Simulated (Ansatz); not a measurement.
## Moving the knobs of a GW run on CdTe (F-43m)

A base run on CdTe (F-43m), then changed inputs.

Main program and level: Ansatz 0.2.0; G0W0 on PBE, plane waves, PAW.

### 1. The starting structure

Symmetry: F-43m, No. 216, cubic system. Conventional cell: a = 6.480 Å, b = 6.480 Å, c = 6.480 Å, α = 90.00°, β = 90.00°, γ = 90.00°. Nearest to Cd lie 4 Te at 2.81 Å. Nearest to Te lie 4 Cd at 2.81 Å. Farther neighbours and most contacts between anions are not listed.

The cell and positions come from the Crystallography Open Database and are kept as given unless a step says otherwise. Spin-orbit coupling is left out unless a step names it. The default PAW set here is soft_1. Its files were made with PBE.

### 2. The base run: 4×4×4 mesh, 203 empty bands, screening to 120 eV, plasmon pole

G0W0 replaces the xc potential by the self-energy, built once from these orbitals. Only a window of levels is corrected, while the sums run over the empty bands that the input names.

input.yaml

```yaml
crystal:
  lattice:
    - [0.0, 3.24, 3.24]
    - [3.24, 0.0, 3.24]
    - [3.24, 3.24, 0.0]
  atoms:
    - { symbol: Cd, position: [0.0, 0.0, 0.0] }
    - { symbol: Te, position: [0.25, 0.25, 0.25] }
kpoints:
  mp_grid: { grid: [4, 4, 4] }
hamiltonian:
  xc: pbe
  pseudopotentials: { kind: paw, azcp: { folder: "./paw" } }
scf:
  occupations: { method: fixed }
gw:
  n_empty_bands: 203
  ecut_chi: 120
  qp_bands: [v2, c2]
  qp_kpoints: band_edges
  screening: { model: godby_needs }
```

Started as:

```bash
$ ansatz run input.yaml --threads 3 --pin off --max-ram 92160MiB --backend cuda --events-out ev --progress --plain --runs-dir out --devices 1 --max-vram 13GiB
```

Numbers of over 12 decimals in the logs are rounded to 6 here.

What it wrote:

```text
GPUs: using 1 of 1 available (devices: 1).
Engine: ansatz 0.2.0, x86_64-unknown-linux-gnu
Pseudopotentials: kind: paw
Pseudopotential: Cd, paw, valence charge 20, recommended cutoff 420 eV (normal), <dir>
Pseudopotential: Te, paw, valence charge 16, recommended cutoff 420 eV (normal), <dir>
Functional definition: PBE
  parameter kappa = 0.804
  parameter beta = 0.066725
  exchange = pbe_x(kappa = kappa, mu = beta*pi^2/3)
  correlation = pbe_c(beta = beta)
device memory: the entry about to start is reckoned to put 1.1 GiB on a device that reports 53.5 GiB free (of which the cap on the GPU budget leaves the run 13.0 GiB)
GPU FFT provider: cuFFT
GPU libraries: cuBLAS 13.8.2, cuFFT 12.4.0, cuSOLVER 12.3.4
Crystal: 2 atoms, lattice volume = 68.024 Å³
Basis set: ecut = 420 eV, 1363 PW (Γ)
Bands: 22, of which v1, the nominal top of the filled ones, is band 18 counted from 1 (17 counted from 0)
Symmetry: 24 space group operations
Space group: F-43m (ITA 216), of the structure as read, at distance tolerance 4.1e-5 Å
k-points: 8 of 64 (time reversal used)
Non-local potential: Cd, projectors of the file, l = 0: 3, l = 1: 2, l = 2: 2, l = 3: 1
Non-local potential: Te, projectors of the file, l = 0: 2, l = 1: 2, l = 2: 2, l = 3: 1
PAW form: soft (Blöchl's): semilocal exchange-correlation on the pseudo side does not see the compensation charge
PAW one-centre angular grid: Cd, 590 points (default); XC on 64 Gauss nodes
PAW one-centre angular grid: Te, 590 points (default); XC on 64 Gauss nodes
Initial density: superposition of atomic densities (chi_scale 0.1, normalization cell, long waves kept (reshape's long-wave potential 0.00 eV rms))
Initial wavefunctions: pseudopotential atomic-orbital guess
GPU buffer pool allocated for 32768 grid points (all kernels)
GPU transforms: local potential and band sums: pruned to the plane-wave sphere, on 30×32×32
Functional: x = pbe(κ = 0.804, μ = 0.219515), c = pbe(β = 0.066725)
SCF iter   1: F=—  HF=-15235.429300 eV  |F-HF|=—  |Δ(HF+E_count)|=         —  Δρ=2.14e-2  dr2=2.13e-1  ethr=3.10e-3  ⟨swp⟩=4.6  Hψ=693  notcnv=0  defer=13
preconditioner: auto → none  [insulator: Δε(μ)=0.675 eV  Ē_g=11.547 eV  n_scr=14 (ndim 8)  ℏωp=19.1 eV  f_vac=0.156  ε∞_Penn≈3.7]
SCF iter   2: F=—  HF=-15235.406208 eV  |F-HF|=—  |Δ(HF+E_count)|=   2.31e-2  Δρ=9.02e-3  dr2=4.50e-2  ethr=5.93e-4  ⟨swp⟩=3.6  Hψ=410  notcnv=0  defer=11
SCF iter   3: F=—  HF=-15235.409749 eV  |F-HF|=—  |Δ(HF+E_count)|=   3.54e-3  Δρ=4.38e-3  dr2=8.37e-3  ethr=1.25e-4  ⟨swp⟩=2.9  Hψ=268  notcnv=0  defer=13
SCF iter   4: F=—  HF=-15235.410429 eV  |F-HF|=—  |Δ(HF+E_count)|=   6.80e-4  Δρ=5.89e-4  dr2=8.66e-5  ethr=2.32e-5  ⟨swp⟩=2.5  Hψ=328  notcnv=0  defer=12
[...]
E_nonlocal   = 186.737276
  E_hartree    = 2737.292735
  E_xc         = -278.864804
  E_vxc        = -297.875958  (∫ρ·V_xc dr)
  E_paw        = -8772.294278  (= ΣΔE_a)
  E_vpaw       = -956.431572  (= ΣTr[D̂ρ^β])
  E_aug_tail   = 0.000394  (compensation charges beyond the density's cutoff)
  E_ewald      = -3912.024287
  E_smearing   = -0.000000  (= −TS)
  E_closure    = 0.000000  (closes the sum)
  Σ components = -15235.410497   (vs F -15235.410497, Δ=0.00e0)
--- Band table (eV; the first three rows and the last of 8) ---
  k-point 0: bands = [... 14 lower, -0.5667, 7.4836, 7.4836, 7.4836, 8.2436, 12.0835, 12.0835, 12.0835]
  k-point 1: bands = [... 14 lower, -0.5670, 4.7536, 7.0541, 7.0541, 9.4647, 12.6353, 12.6353, 12.8449]
  k-point 2: bands = [... 14 lower, -0.2096, 3.0530, 6.7070, 6.7070, 9.2939, 12.6758, 12.6758, 14.5445]
  k-point 7: bands = [... 14 lower, 0.0130, 3.2904, 5.1585, 5.2837, 11.7323, 12.1630, 13.0387, 13.7932]
--- G₀W₀: ω_p = 27.0132 eV, 64 q-points, 203 empty bands' worth ---
  eigenvalues of the whole cell's RPA ε∞ on this k-mesh (on a slab, of 1 + 4πα/V) = 26.2207, 26.2207, 26.2207; static W/v taken at q = 0 is 0.038138
  GN-PPA: 1001436/2685669 pairs with Re ω̃² < 0 across q-mesh
  bands read: the sum over 221 bands ends inside a degenerate multiplet in 2 slots, whose members it reads at an even weight; the widest, k=3: bands 221 to 222 (counted from 1) at 1/2 each
  gw.qp_kpoints: band_edges: 5 of 8 stored k-points solved, in 1 pass; an edge of the gap read off the rows below is read off those points alone
    valence top: of the k-points left out ik 5 came nearest to being solved in a further pass, in band 18 (counted from 1, as in the quasiparticle table): it holds the edge there only if its correction is more favourable than any solved in that band by at least 0.808 eV; those differ by 0.212 eV
    conduction bottom: of the k-points left out ik 4 came nearest to being solved in a further pass, in band 19 (counted from 1, as in the quasiparticle table): it holds the edge there only if its correction is more favourable than any solved in that band by at least 1.861 eV; those differ by 0.343 eV
    ik  band        ε_KS         Σx   Σc(E_QP)       V_xc       Z   E_QP_lin       E_QP  E_QP is
     0    17      7.4836   -17.9267     1.4843   -15.8956  0.7922     6.9351     6.9368  root
     0    18      7.4836   -17.9267     1.4843   -15.8956  0.7922     6.9351     6.9368  root
     0    19      8.2436    -9.3527    -3.8188   -13.3171  0.8076     8.3894     8.3893  root
     0    20     12.0835    -6.6240    -4.1915   -10.8587  0.8036    12.1267    12.1267  root
     1    17      7.0541   -17.3052     1.5594   -15.1479  0.7914     6.4539     6.4561  root
     1    18      7.0541   -17.3052     1.5594   -15.1479  0.7914     6.4539     6.4561  root
     1    19      9.4647    -8.7070    -3.8783   -12.7008  0.8050     9.5803     9.5802  root
     1    20     12.6353    -6.7439    -4.3112   -11.1248  0.8013    12.7050    12.7049  root
[...]
6    17      5.6167   -15.6897     1.9327   -12.9983  0.7862     4.8538     4.8580  root
     6    18      5.6167   -15.6897     1.9327   -12.9983  0.7862     4.8538     4.8580  root
     6    19     10.0843    -5.9179    -3.6638    -9.3846  0.8156     9.8874     9.8871  root
     6    20     10.1522    -8.1022    -3.8117   -11.9523  0.8053    10.1907    10.1907  root
[key lines of the parts left out:]
SCF converged after 7 iterations
Free energy (F): -15235.410497 eV
Fermi energy:    7.483641 eV
```

Elapsed: 13 s, on 1 × NVIDIA H100 80GB HBM3 (shared by 6 runs) with 3 threads of AMD EPYC 7R13 (Zen 3), shared host; peak memory 1.2 GiB.

This step gave:

```yaml
bands_summed: 221
plasmon_pole_fit_frequency: 27.01 eV
rpa_eps_infinity_on_this_mesh_eigenvalues: 26.22, 26.22, 26.22
plane_waves_in_the_screening_matrix: 181
q_points_in_the_mesh: 64
g0w0_gap_on_the_mesh: 1.452 eV
k_of_the_valence_top: 0, 0, 0
k_of_the_conduction_bottom: 0, 0, 0
starting_gap_on_the_mesh: 0.7600 eV
z_at_the_valence_top: 0.7922
z_at_the_conduction_bottom: 0.8076
least_direct_g0w0_gap_on_the_computed_points: 1.452 eV
```

The gap on the mesh goes from 0.76 eV to 1.45 eV, a correction of +0.69 eV. Between the two edge states, bare exchange in place of the xc potential would open the gap by 6.00 eV, and correlation takes back 5.30 eV.

### 3. Variant: plasmon pole at a typed frequency

Changes to input.yaml since step 2:

```diff
@@ -16,4 +16,4 @@
 gw:
-  n_empty_bands: 203
-  ecut_chi: 120
+  n_empty_bands: 154
+  ecut_chi: 100
   qp_bands: [v2, c2]
@@ -21 +21,2 @@
   screening: { model: godby_needs }
+  plasmon_pole_fit_frequency: 40
```

What it wrote:

```text
GPUs: using 1 of 1 available (devices: 1).
[...]
GPU FFT provider: cuFFT
GPU libraries: cuBLAS 13.8.2, cuFFT 12.4.0, cuSOLVER 12.3.4
Crystal: 2 atoms, lattice volume = 68.024 Å³
Basis set: ecut = 420 eV, 1363 PW (Γ)
Bands: 22, of which v1, the nominal top of the filled ones, is band 18 counted from 1 (17 counted from 0)
[... 1 set-up line as in the run before ...]
[...]
k-points: 8 of 64 (time reversal used)
[...]
GPU buffer pool allocated for 32768 grid points (all kernels)
[...]
SCF iter   1: F=—  HF=-15235.429300 eV  |F-HF|=—  |Δ(HF+E_count)|=         —  Δρ=2.14e-2  dr2=2.13e-1  ethr=3.10e-3  ⟨swp⟩=4.6  Hψ=693  notcnv=0  defer=13
[...]
SCF iter   7: F=-15235.410497 eV  HF=-15235.410497 eV  |F-HF|=1.50e-8  |Δ(HF+E_count)|=   1.78e-7  Δρ=3.60e-6  dr2=1.03e-8  ethr=2.78e-10  ⟨swp⟩=7.9  Hψ=795  notcnv=0
SCF 1 converged in 7 iterations: F = -15235.410497 eV  dr2 = 1.03e-8
[...]
NSCF: frozen V_eff on 8 k-points
[...]
G₀W₀ screening: q 1/8
[... further progress lines ...]
[...]
SCF converged after 7 iterations
Free energy (F): -15235.410497 eV
[...]
Internal energy: -15235.410497 eV  (E = F + TS)
E sigma→0 (E₀):  -15235.410497 eV
Fermi energy:    7.483641 eV
[...]
--- Band table (eV; the first three rows and the last of 8) ---
  k-point 0: bands = [... 14 lower, -0.5667, 7.4836, 7.4836, 7.4836, 8.2436, 12.0835, 12.0835, 12.0835]
  k-point 1: bands = [... 14 lower, -0.5670, 4.7536, 7.0541, 7.0541, 9.4647, 12.6353, 12.6353, 12.8449]
  k-point 2: bands = [... 14 lower, -0.2096, 3.0530, 6.7070, 6.7070, 9.2939, 12.6758, 12.6758, 14.5445]
  k-point 7: bands = [... 14 lower, 0.0130, 3.2904, 5.1585, 5.2837, 11.7323, 12.1630, 13.0387, 13.7932]
--- G₀W₀: ω_p = 40.0000 eV, 64 q-points, 154 empty bands' worth ---
[...]
GN-PPA: 633168/1513843 pairs with Re ω̃² < 0 across q-mesh
[...]
0    17      7.4836   -17.9267     1.4786   -15.8956  0.8058     6.9296     6.9311  root
     0    18      7.4836   -17.9267     1.4786   -15.8956  0.8058     6.9296     6.9311  root
     0    19      8.2436    -9.3527    -3.8110   -13.3171  0.8197     8.3972     8.3970  root
     0    20     12.0835    -6.6240    -4.2078   -10.8587  0.8156    12.1104    12.1104  root
     1    17      7.0541   -17.3052     1.5470   -15.1479  0.8051     6.4418     6.4437  root
     1    18      7.0541   -17.3052     1.5470   -15.1479  0.8051     6.4418     6.4437  root
     1    19      9.4647    -8.7070    -3.8783   -12.7008  0.8174     9.5803     9.5802  root
     1    20     12.6353    -6.7439    -4.3215   -11.1248  0.8141    12.6947    12.6947  root
[...]
6    17      5.6167   -15.6897     1.8982   -12.9983  0.8008     4.8198     4.8236  root
     6    18      5.6167   -15.6897     1.8982   -12.9983  0.8008     4.8198     4.8236  root
     6    19     10.0843    -5.9179    -3.6904    -9.3846  0.8272     9.8608     9.8604  root
     6    20     10.1522    -8.1022    -3.8251   -11.9523  0.8179    10.1772    10.1772  root
```

Run time: 17 s. Hardware: 1 × NVIDIA H100 80GB HBM3 (shared by 6 runs) with 3 threads; peak memory 1.1 GiB; 9.6 s of CPU time.

The G0W0 gap on the mesh is 1.466 eV.

Against the base:

| setting | base | variant |
| --- | --- | --- |
| empty bands | 203 | 154 |
| screening cutoff (eV) | 120 | 100 |
| plasmon pole fit frequency | - | 40 |

| quantity | variant | base |
| --- | --- | --- |
| starting gap on the mesh | 0.760 | 0.760 |
| G0W0 gap on the mesh | 1.466 | 1.452 |
| least direct G0W0 gap on the computed points | 1.466 | 1.452 |
| Z at the valence top | 0.806 | 0.792 |
| Z at the conduction bottom | 0.820 | 0.808 |

### 4. Outcome

| Quantity | Value |
| --- | --- |
| base | 1.45 eV, 13 s |
| plasmon pole at a typed frequency | 1.47 eV, 17 s |

What this shows: Plasmon pole at a typed frequency: the gap moves by +0.01 eV. The variant differs from the base in empty bands, screening cutoff and plasmon pole fit frequency together, so the change can't be laid to one of them. All runs here use a coarse mesh and modest cutoffs; they test settings and are not final values. The 4×4×4 mesh is coarse for this cell (its supercell is 18 Å along the shortest edge). The RPA ε∞ on it, from the PBE start, is 26.22; such meshes misread the long-range screening, most where the gap is narrow. The RPA ε∞ on this mesh reaches over 25; with a narrow direct gap a coarse mesh can overstate it, and the correction is then too small. The many-body steps are scalar-relativistic: spin-orbit coupling is not in them.

[Paths, hosts, dates, memory and timing lines, banners, echoed tables and standing remarks are left out of the program output.]

[Logs are printed without paths, hosts, clocks, repeated set-up lines and the standing remarks that a program may print on its own settings, such as how far it seeks lower states.]

[Runs of the session that timed out or met a known fault of the program may be left out.]

[Cells called generated may have been cut or substituted from an entry of the Crystallography Open Database or the Materials Project.]

[Hosts, paths, dates, database ids (printed as entryN), source tags and the programs' standing remarks are cut or masked in the printed files.]
